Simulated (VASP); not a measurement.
Runs of VASP 6.6.1 on Mo. Symmetry: Im-3m, No. 229, cubic system. Conventional cell: a = 3.168 Å, b = 3.168 Å, c = 3.168 Å, α = 90.00°, β = 90.00°, γ = 90.00°. Mo (site symmetry m-3m) is surrounded by 8 Mo at 2.74 Å. 

| task | level | cell | k mesh | cutoff (eV) | smearing | gap on the mesh (eV) | pressure (GPa) | relaxed volume (Å³/atom) |
| --- | --- | --- | --- | --- | --- | --- | --- | --- |
| single point | PBE | as given | 18 × 18 × 18 | 900 | methfessel-paxton 0.1 eV | none | (b) | - |
| relaxation of cell and atoms | optB88-vdW | relaxed | 12 × 12 × 12 | 600 | fermi-dirac 0.05 eV | none | 0.0 | 15.81 |
| relaxation of cell and atoms | revPBE | relaxed | 12 × 12 × 12 | 600 | fermi-dirac 0.05 eV | none | 0.1 | 15.95 |
| relaxation of cell and atoms | PBE | relaxed | 12 × 12 × 12 | 600 | fermi-dirac 0.05 eV | none | 0.0 | (a) |
| relaxation of cell and atoms | RPBE | relaxed | 12 × 12 × 12 | 600 | fermi-dirac 0.05 eV | none | 0.0 | 16.02 |

Alike in all rows: potentials or basis VASP PAW PBE potentials, release 64 (Mo_sv); no spin polarisation.

**Question.** Estimate the missing entries.

**Answer.** (a) 15.80; (b) -1.2.

Caveats: the PAW data sets were made with another functional, which shifts forces and pressure a little (some runs).

A k mesh can miss the band edges, and the runs leave out spin-orbit coupling on Mo.

A gap of «none» marks a metal or a gap under the smearing width.
